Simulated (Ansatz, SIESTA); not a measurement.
This is a calculation of C for Ansatz 0.2.0. 

Contents of input.yaml:

```yaml
crystal:
  lattice:
    - [0.0, 1.78337, 1.78337]
    - [1.78337, 0.0, 1.78337]
    - [1.78337, 1.78337, 0.0]
  atoms:
    - { symbol: C, position: [0.75, 0.75, 0.75] }
    - { symbol: C, position: [0.5, 0.5, 0.5] }
hamiltonian:
  xc: pbesol
  pseudopotentials: { kind: paw }
kpoints:
  mp_grid: { grid: [13, 13, 13] }
scf:
  occupations: { method: fermi_dirac, width: 0.05 }
output:
  forces: true
  stress: true
  eigenvalues: true
  write_density: true
  write_potential: true
  elf: true
  volumetric_format: npy
relax:
  f_tol: 0.01
  max_steps: 40
  cell: { stress_tol: 0.05 }
```

Potentials or basis: Ansatz PAW.

The run is started by

```console
$ ansatz run input.yaml --threads 1 --pin off --max-ram 3584MiB --backend cpu --events-out ev --progress --plain --runs-dir out
```

Question: Translate it to SIESTA 5.4.2. Potentials or basis there: files PseudoDojo sr-pbesol-0.4.1-standard, DZP (energy shift 0.002 Ry).

Answer: As run (cutoffs and basis follow the program's own potentials, and thresholds, step limits or extra output files can differ):

C.fdf

```
SystemName                      Diamond
SystemLabel                     C
NumberOfSpecies                 1
NumberOfAtoms                   2
%block ChemicalSpeciesLabel
  1   6 C
%endblock ChemicalSpeciesLabel

LatticeConstant                 1.0 Ang
%block LatticeVectors
     0.0000000000     1.7833700000     1.7833700000
     1.7833700000     0.0000000000     1.7833700000
     1.7833700000     1.7833700000     0.0000000000
%endblock LatticeVectors
AtomicCoordinatesFormat         Fractional
%block AtomicCoordinatesAndAtomicSpecies
     0.7500000000     0.7500000000     0.7500000000  1  C
     0.5000000000     0.5000000000     0.5000000000  1  C
%endblock AtomicCoordinatesAndAtomicSpecies

%block kgrid.MonkhorstPack
   13   0   0  0.0
    0  13   0  0.0
    0   0  13  0.0
%endblock kgrid.MonkhorstPack
XC.Functional                   GGA
XC.Authors                      PBEsol
PAO.BasisSize                   DZP
PAO.EnergyShift                 0.002 Ry
Mesh.Cutoff                     500 Ry
OccupationFunction              FD
ElectronicTemperature           0.05 eV
MaxSCFIterations                120
SCF.MustConverge                false
SCF.Mixer.Method                Pulay
SCF.Mixer.Weight                0.25
SCF.Mixer.History               8
SCF.DM.Tolerance                5.0e-05
SCF.H.Tolerance                 1.0e-03 eV
WriteForces                     true
Charge.Mulliken                 end
MD.TypeOfRun                    CG
MD.Steps                        40
MD.MaxForceTol                  0.02 eV/Ang
MD.MaxDispl                     0.1 Ang
WriteCoorStep                   true
AtomCoorFormatOut               Fractional
MD.VariableCell                 true
MD.MaxStressTol                 0.1 GPa
```

Potentials or basis: PseudoDojo 0.4 standard (PBEsol files), converted to PSML, DZP (energy shift 0.002 Ry).

The run is started by

```sh
$ siesta < C.fdf > C.out 2>&1
```

Both were run:

|  | Ansatz | SIESTA |
| --- | --- | --- |
| Relaxed volume | 5.61 Å³/atom | 5.74 Å³/atom |
| Relaxed cell | a = 2.513 Å, b = 2.513 Å, c = 2.513 Å, α = 60.00°, β = 60.00°, γ = 60.00° | a = 2.532 Å, b = 2.532 Å, c = 2.532 Å, α = 60.00°, β = 60.00°, γ = 60.00° |
| Space group after relaxing | Fd-3m (No. 227) | Fd-3m (No. 227) |
| Pressure after relaxing | 0.0 GPa | -0.1 GPa |

Ansatz's pressure holds a Pulay term of +1.04 GPa for its cutoff of 420 eV, which the other run lacks.

Ansatz's potentials were made for PBE.

Where Ansatz's input types no cutoff or centring, it takes its own default and a Γ-centred mesh.

Pressure is positive in compression.
